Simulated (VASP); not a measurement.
# Si (P6/mmm) in VASP: further runs, part 2 of 2

VASP 6.6.1. The steps go on from the part before.

## (4) Relaxation of cell and atoms, BLYP+D4

The input, INCAR:

```
SYSTEM = Si
AGGAC = 1.0
AGGAX = 1.0
ALDAC = 0.0
ALDAX = 1.0
ALGO = Normal
EDIFF = 1E-6
EDIFFG = -0.01
ENCUT = 600
GGA = B5
IBRION = 2
ISIF = 3
ISMEAR = -1
IVDW = 13
LASPH = .True.
LCHARG = .False.
LREAL = .False.
LWAVE = .False.
NELM = 80
NSW = 60
PREC = Accurate
SIGMA = 0.05
VDW_A1 = 0.44488865
VDW_A2 = 4.0933009
VDW_S6 = 1.0
VDW_S8 = 2.34076671
```

The input, KPOINTS:

```
k-points
0
Gamma
  12 12 11
  0 0 0
```

The input, POSCAR:

```
Si
1.0
    2.6205428149      0.0000000000      0.0000000000
   -1.3102714075      2.2694566494      0.0000000000
    0.0000000000      0.0000000000      2.4663543900
Si
1
Direct
    0.0000000000      0.0000000000      0.0000000000
```

Potentials or basis: VASP PAW PBE potentials, release 64 (Si).

Run with:

```bash
$ cat potpaw_PBE.64/Si/POTCAR > POTCAR
$ mpirun -np 1 vasp_std > vasp.out
```

OUTCAR:

```text
SYSTEM = Si
   EDIFF = 1E-6
   EDIFFG = -0.01
   ENCUT = 600
   GGA = B5
   IBRION = 2
   ISIF = 3
   ISMEAR = -1
   IVDW = 13
   LASPH = .True.
   LREAL = .False.
   NELM = 80
   NSW = 60
   PREC = Accurate

 ion  position               nearest neighbor table
   1  0.000  0.000  0.000-

  LATTYP: Found a hexagonal cell.
 ALAT       =     2.6205428149
 C/A-ratio  =     0.9411616463

  Lattice vectors:

 A1 = (   2.6205428149,   0.0000000000,   0.0000000000)
 A2 = (  -1.3102714075,   2.2694566494,   0.0000000000)
 A3 = (   0.0000000000,   0.0000000000,   2.4663543900)

Analysis of symmetry for initial positions (statically):
=====================================================================
 Subroutine PRICEL returns:
 Original cell was already a primitive cell.

 Routine SETGRP: Setting up the symmetry group for a
 hexagonal supercell.

 Subroutine GETGRP returns: Found 24 space group operations
 (whereof 24 operations were pure point group operations)
 out of a pool of 24 trial point group operations.

The static configuration has the point symmetry D_6h.

Analysis of symmetry for dynamics (positions and initial velocities):
=====================================================================
 Subroutine PRICEL returns:
 Original cell was already a primitive cell.

 Routine SETGRP: Setting up the symmetry group for a
 hexagonal supercell.

 Subroutine GETGRP returns: Found 24 space group operations
 (whereof 24 operations were pure point group operations)
 out of a pool of 24 trial point group operations.

The dynamic configuration has the point symmetry D_6h.

 Subroutine INISYM returns: Found 24 space group operations
 (whereof 24 operations are pure point group operations),
 and found     1 'primitive' translations

----------------------------------------------------------------------------------------

                                     Primitive cell

  volume of cell :      14.6679

  direct lattice vectors                    reciprocal lattice vectors
     2.620542815  0.000000000  0.000000000     0.381600329  0.220317053  0.000000000
    -1.310271407  2.269456649  0.000000000     0.000000000  0.440634105  0.000000000
     0.000000000  0.000000000  2.466354390     0.000000000  0.000000000  0.405456736

  length of vectors
     2.620542815  2.620542815  2.466354390     0.440634105  0.440634105  0.405456736

  position of ions in fractional coordinates (direct lattice)
     0.000000000  0.000000000  0.000000000

  ion indices of the primitive-cell ions
   primitive index   ion index
                 1           1

----------------------------------------------------------------------------------------

 KPOINTS: k-points

Automatic generation of k-mesh.
 Grid dimensions read from file:
 generate k-points for:   12   12   11

 Generating k-lattice:

  Cartesian coordinates                     Fractional coordinates (reciprocal lattice)
     0.031800027  0.018359754  0.000000000     0.083333333  0.000000000  0.000000000
     0.000000000  0.036719509  0.000000000     0.000000000  0.083333333  0.000000000
     0.000000000  0.000000000  0.036859703     0.000000000  0.000000000  0.090909091

  Length of vectors
     0.036719509  0.036719509  0.036859703

  Shift w.r.t. Gamma in fractional coordinates (k-lattice)
     0.000000000  0.000000000  0.000000000

 Subroutine IBZKPT returns following result:
 ===========================================

 Found    114 irreducible k-points:

 Following reciprocal coordinates:
            Coordinates               Weight
  0.000000  0.000000  0.000000      1.000000
  0.083333  0.000000  0.000000      6.000000
  0.166667  0.000000  0.000000      6.000000
  0.250000  0.000000  0.000000      6.000000
  0.333333  0.000000  0.000000      6.000000
  0.416667  0.000000  0.000000      6.000000
[... 16 lines left out ...]
  0.250000  0.000000  0.090909     12.000000
  0.333333  0.000000  0.090909     12.000000
 [... further k-points ...]
   k-points           NKPTS =    114   k-points in BZ     NKDIM =    114   number of bands    NBANDS=      6
   number of dos      NEDOS =    301   number of ions     NIONS =      1
   total plane-waves  NPLWV =  11520
   dimension x,y,z NGX =    24 NGY =   24 NGZ =   20
   dimension x,y,z NGXF=    48 NGYF=   48 NGZF=   40
   ions per type =               1
   NGX,Y,Z   is equivalent  to a cutoff of  15.23, 15.23, 13.48 a.u.
   NGXF,Y,Z  is equivalent  to a cutoff of  30.45, 30.45, 26.96 a.u.
 SYSTEM =  Si
   PREC   = accura    normal or accurate (medium, high low for compatibility)
   ISTART =      0    job   : 0-new  1-cont  2-samecut
   ICHARG =      2    charge: 1-file 2-atom 10-const
   ISPIN  =      1    spin polarized calculation?
   LNONCOLLINEAR =      F non collinear calculations
   LSORBIT =      F    spin-orbit coupling
   LASPH  =      T    aspherical Exc in radial PAW
   ENCUT  =  600.0 eV  44.10 Ry    6.64 a.u.   5.23  5.23  4.93*2*pi/ulx,y,z
   NELM   =     80;   NELMIN=  2; NELMDL= -5     # of ELM steps
   EDIFF  = 0.1E-05   stopping-criterion for ELM
   LREAL  =      F    real-space projection
   EDIFFG = -.1E-01   stopping-criterion for IOM
   NSW    =     60    number of steps for IOM
   IBRION =      2    ionic relax: 0-MD 1-quasi-New 2-CG
   NFREE  =      1    steps in history (QN), initial steepest desc. (CG)
   ISIF   =      3    stress and relaxation
   ISYM   =      2    0-nonsym 1-usesym 2-fastsym
   POTIM  = 0.5000    time-step for ionic-motion
   TEBEG  =    0.0;   TEEND  =   0.0 temperature during run
   PSTRESS=    0.0 pullay stress
   NELECT =       4.0000    total number of electrons
   NUPDOWN=      -1.0000    fix difference up-down
   EMIN   =  10.00;   EMAX   =-10.00  energy-range for DOS
   EFERMI =   0.00;   METHOD = LEGACY
   ISMEAR =    -1;   SIGMA  =   0.05  broadening in eV -4-tet -1-fermi 0-gaus
   EFERMI_NEDOS =   21; number of points for ismear=-14 and -15
   IALGO  =     38    algorithm
   IMIX   =      4    mixing-type and parameters
     AMIX     =   0.40;   BMIX     =  1.00
     AMIX_MAG =   1.60;   BMIX_MAG =  1.00
  volume/ion in A,a.u.               =      14.67        98.98
  Fermi-wavevector in a.u.,A,eV,Ry     =   1.061627  2.006184 15.334472  1.127052
  Thomas-Fermi vector in A             =   2.197050
   LORBIT       =      0    0 simple, 1 ext, 2 COOP (PROOUT), +10 PAW based schemes
   GGA     = B5    functional components
   LHFCALC =     F    Hartree Fock is set to
   AEXX    =    0.0000 exact exchange contribution
   IVDW    =    13    specifies the selected vdW correction
   LEPSILON=     F    determine dielectric tensor
   LRPA    =     F    only Hartree local field effects (RPA)
 conjugate gradient relaxation of ions
 non-spin polarized calculation
  energy-cutoff  :      600.00
  volume of cell :       14.67
 maximum number of plane-waves:       501
 NGX is ok and might be reduce to    24
   NGX = 11   NGY = 11   NGZ =  9

--------------------------------------- Ionic step        1  -------------------------------------------

 number of electron       4.0000000 magnetization

 Free energy of the ion-electron system (eV)
  ---------------------------------------------------
  ext. energy  EPLUGINS =         0.00000000
  ---------------------------------------------------
  free energy    TOTEN  =        -4.05347951 eV

  energy without entropy =       -4.05037932  energy(sigma->0) =       -4.05192941

 E-fermi :  10.1159     XC(G=0): -10.3878

 val. band max:       10.0785099943   @ k =   0.3333   0.2500   0.4545
 cond. band min:      10.2087991260   @ k =   0.2500   0.0833   0.1818
 fundamental gap:      0.1302891317
 Fermi energy:        10.1158891710

 k-point     1 :       0.0000    0.0000    0.0000
  band No.  band energies     occupation
      1      -3.9123      2.00000
      2      17.6550      0.00000
      3      18.1383      0.00000
      4      20.3564      0.00000
      5      20.3564      0.00000
      6      22.5501      0.00000
[... 199 lines left out ...]
 k-point    24 :       0.3333    0.0000    0.0909
  band No.  band energies     occupation
      1      -0.6452      2.00000
      2       8.3117      2.00000
      3      16.0910      0.00000
      4      16.5626      0.00000
      5      19.6796      0.00000
      6      26.4267      0.00000

 [... further k-points ...]

------------------------ aborting loop because EDIFF is reached ----------------------------------------

  DFT-D4 for vdW energy calculation

  Edisp (eV):   -0.85146
[... 186 lines left out ...]
--------------------------------------- Ionic step        6  -------------------------------------------

 number of electron       4.0000000 magnetization

 Free energy of the ion-electron system (eV)
  ---------------------------------------------------
  ext. energy  EPLUGINS =         0.00000000
  ---------------------------------------------------
  free energy    TOTEN  =        -4.06987838 eV

  energy without entropy =       -4.06725124  energy(sigma->0) =       -4.06856481

 E-fermi :   9.8803     XC(G=0): -10.3147

 val. band max:        9.8308280219   @ k =   0.3333   0.2500   0.3636
 cond. band min:      10.0184442297   @ k =   0.2500   0.0833   0.1818
 fundamental gap:      0.1876162077
 Fermi energy:         9.8802866419

 k-point     1 :       0.0000    0.0000    0.0000
  band No.  band energies     occupation
      1      -3.9889      2.00000
      2      17.3481      0.00000
      3      17.5631      0.00000
      4      20.0693      0.00000
      5      20.0693      0.00000
      6      22.3233      0.00000
[... 199 lines left out ...]
 k-point    24 :       0.3333    0.0000    0.0909
  band No.  band energies     occupation
      1      -0.7486      2.00000
      2       8.1499      2.00000
      3      15.8558      0.00000
      4      16.2708      0.00000
      5      19.2678      0.00000
      6      25.8532      0.00000

 [... further k-points ...]

------------------------ aborting loop because EDIFF is reached ----------------------------------------

  DFT-D4 for vdW energy calculation

  Edisp (eV):   -0.83739
[... 24 lines left out ...]
  FREE ENERGIE OF THE ION-ELECTRON SYSTEM (eV)
  ---------------------------------------------------
  free  energy   TOTEN  =        -4.9072644964 eV

  energy  without entropy=       -4.9046373505  energy(sigma->0) =       -4.90595092

 reached required accuracy - stopping structural energy minimisation
```

OSZICAR:

```text
N       E                     dE             d eps       ncg     rms          rms(c)
DAV:   1     0.526006968519E+00    0.52601E+00   -0.18931E+03  1446   0.575E+02
DAV:   2    -0.398034358575E+01   -0.45064E+01   -0.41937E+01  1920   0.474E+01
DAV:   3    -0.403038714592E+01   -0.50044E-01   -0.49760E-01  1722   0.529E+00
[... 29 lines left out ...]
DAV:   3    -0.407015869395E+01    0.57981E-05   -0.13904E-05  1674   0.208E-02    0.134E-03
DAV:   4    -0.407015871228E+01   -0.18330E-07   -0.65629E-07   828   0.698E-03
   5 F= -.49072628E+01 E0= -.49059409E+01  d E =-.144284E-04
       N       E                     dE             d eps       ncg     rms          rms(c)
DAV:   1    -0.406987894410E+01    0.27975E-03   -0.53639E-05  1578   0.414E-02    0.512E-03
DAV:   2    -0.406987838292E+01    0.56118E-06   -0.14656E-06  1236   0.967E-03
   6 F= -.49072645E+01 E0= -.49059509E+01  d E =-.160994E-04
```

It took 34 s on 1 thread of Intel Xeon Platinum 8488C (Sapphire Rapids), shared host; peak memory 0.13 GiB.

Results:

| Property | Result |
| --- | --- |
| Free energy | -4.9073 eV |
| Relaxed volume | 14.93 Å³/atom |
| Relaxed cell | a = 2.630 Å, b = 2.630 Å, c = 2.493 Å, α = 90.00°, β = 90.00°, γ = 120.00° |
| Space group after relaxing (to 0.05 Å) | P6/mmm (No. 191) |
| Energy gained by relaxing | 2.3 meV/atom |
| Ionic steps | 6 |
| Pressure after relaxing | 0.0 GPa |
| Band gap on the k mesh | none (metal or under the smearing width) |
| Dispersion energy per atom | -0.837 eV |

Stress tensor (GPa, compression positive):
```
-0.01  0.00  0.00
 0.00 -0.01  0.00
 0.00  0.00  0.10
```

The path:
```csv
step,energy change (eV),largest force (eV/Å),pressure (GPa),volume (Å³)
1,0.0000,0.0000,2.00,14.67
2,-0.0016,0.0000,-0.88,15.06
3,-0.0023,0.0000,0.09,14.92
4,-0.0023,0.0000,0.13,14.91
5,-0.0023,0.0000,0.01,14.94
6,-0.0023,0.0000,0.03,14.93
```

Final structure:
```yaml
crystal:
  lattice:
    - [2.62977, 0.00000, 0.00000]
    - [-1.31489, 2.27745, 0.00000]
    - [0.00000, 0.00000, 2.49295]
  atoms:
    - { symbol: Si, position: [0.00000, 0.00000, 0.00000] }
```

Levels at points of the mesh, in eV from the Fermi level:
```csv
k point,band 1,band 2,band 3,band 4,band 5,band 6
"(0.00, 0.00, 0.00)",-13.87,7.47,7.68,10.19,10.19,12.44
"(0.50, 0.00, 0.00)",-7.53,-6.51,5.16,6.70,12.34,15.09
```

Caveat: the PAW data sets were made with another functional, which shifts forces and pressure a little; pairwise dispersion overbinds metals, which lowers pressure and volume.

## (5) The reference run

An earlier run on the cell as given: functional PBEsol; potentials or basis VASP PAW PBE potentials, release 64 (Si); cutoff 520 eV; k mesh 12 × 12 × 11; occupations fermi-dirac, width 0.05 eV; no spin polarisation.

- Pressure: 0.7 GPa
- Band gap on the k mesh: none (metal or under the smearing width)

## (6) The runs side by side

| task | level | cell | cutoff (eV) | ladder | gap on the mesh (eV) | pressure (GPa) | relaxed volume (Å³/atom) |
| --- | --- | --- | --- | --- | --- | --- | --- |
| relaxation of cell and atoms | BLYP+D3 | relaxed | 600 | - | none | 0.0 | 15.68 |
| relaxation of cell and atoms | BLYP+D3(BJ) | relaxed | 600 | - | none | 0.0 | 14.73 |
| relaxation of cell and atoms | BLYP+D4 | relaxed | 600 | - | none | 0.0 | 14.93 |
| single point | PBEsol | as given | 520 | free | none | 0.7 | - |

Alike in all rows: potentials or basis VASP PAW PBE potentials, release 64 (Si); no spin polarisation; k mesh 12 × 12 × 11; smearing fermi-dirac 0.05 eV.

Caveats: the PAW data sets were made with another functional, which shifts forces and pressure a little; pairwise dispersion overbinds metals, which lowers pressure and volume (some runs).

Absolute energies hang on the potentials; compare differences alone.
